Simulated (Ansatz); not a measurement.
# C: energy landscapes

An exercise on one series of results from a longer session: the logs are not shown, and one member is left open.

Computed with Ansatz 0.2.0 (DFT LDA, scalar-relativistic, plane waves, PAW, unless a step's input says otherwise).

1 further run of the same task is left out (set aside as unsound or not needed).

### The system as given

The structure is trigonal, space group R-3m (No. 166). The conventional cell has a = 2.445 Å, b = 2.445 Å, c = 33.292 Å, α = 90.00°, β = 90.00°, γ = 120.00°. C (site symmetry 3m) is surrounded by 3 C at 1.41 Å.

Structure file:

```cif
data_structure
_symmetry_space_group_name_H-M 'P 1'
_symmetry_Int_Tables_number 1
_cell_length_a 11.1867
_cell_length_b 11.1867
_cell_length_c 11.1867
_cell_angle_alpha 12.547
_cell_angle_beta 12.547
_cell_angle_gamma 12.547
_cell_volume 57.45
loop_
_atom_site_label
_atom_site_type_symbol
_atom_site_fract_x
_atom_site_fract_y
_atom_site_fract_z
_atom_site_occupancy
C1 C 0.04985 0.04985 0.04985 1
C2 C 0.95015 0.95015 0.95015 1
C3 C 0.28347 0.28347 0.28347 1
C4 C 0.71653 0.71653 0.71653 1
```

It is the result of an earlier relaxation at this level (volume 14.36 Å³/atom; gap on the mesh: none (metal)).

The first run:

At fixed volume and fractional coordinates, lengths along (0.000, 0.000, 1.000) are scaled against those across it; ρ is that ratio over its starting value.

input.yaml reads:

```yaml
crystal:
  lattice:
    - [1.2904970646, 0.7450688276, 9.957749034]
    - [-1.2904970646, 0.7450688276, 9.957749034]
    - [0.0, -1.4901376553, 9.957749034]
  atoms:
    - { symbol: C, position: [0.0498470232, 0.0498470232, 0.0498470232] }
    - { symbol: C, position: [0.9501529768, 0.9501529768, 0.9501529768] }
    - { symbol: C, position: [0.2834675621, 0.2834675621, 0.2834675621] }
    - { symbol: C, position: [0.7165324379, 0.7165324379, 0.7165324379] }
basis:
  ecutwfc: 420
kpoints:
  mp_grid: { grid: [24, 24, 24] }
hamiltonian:
  xc: lda
scf:
  occupations: { method: gaussian, width: 0.15 }
output:
  forces: true
  stress: true
  eigenvalues: true
```

On the command line:

```sh
> ansatz run input.yaml --threads 1 --pin off --max-ram 2560MiB --backend cpu --events-out ev --progress --plain --runs-dir out
```

Among the steps run: At ρ = 0.850; At ρ = 1.200; ρ = 0.920; Point ρ = 1.100.

One table of the session follows, with a row left open; its other results are not shown here.

It belongs to the step «The scan collected». Collected from the runs (energy zero: the undisturbed cell):

```
    ρ  ΔE (meV/atom)  pressure (GPa)
0.850          197.9           -24.3
0.920              ?               ?
1.000            0.0             0.0
1.100           75.7            17.7
1.200          288.2            36.2
```

**Question.** Estimate the row for ρ = 0.920.

Worked estimate for «ΔE (meV/atom)». A straight line through the neighbours (0.850, 197.9) and (1.000, 0.0) gives 197.9 + (0.0 − 197.9) × (0.920 − 0.850) / (1.000 − 0.850) = 105.5; a parabola fitted to 3 rows on both sides gives 59.0.

The run gave: ΔE (meV/atom): 53.9; pressure (GPa): -13.4. In «ΔE (meV/atom)» the line misses by +51.6 and the parabola by +5.1.
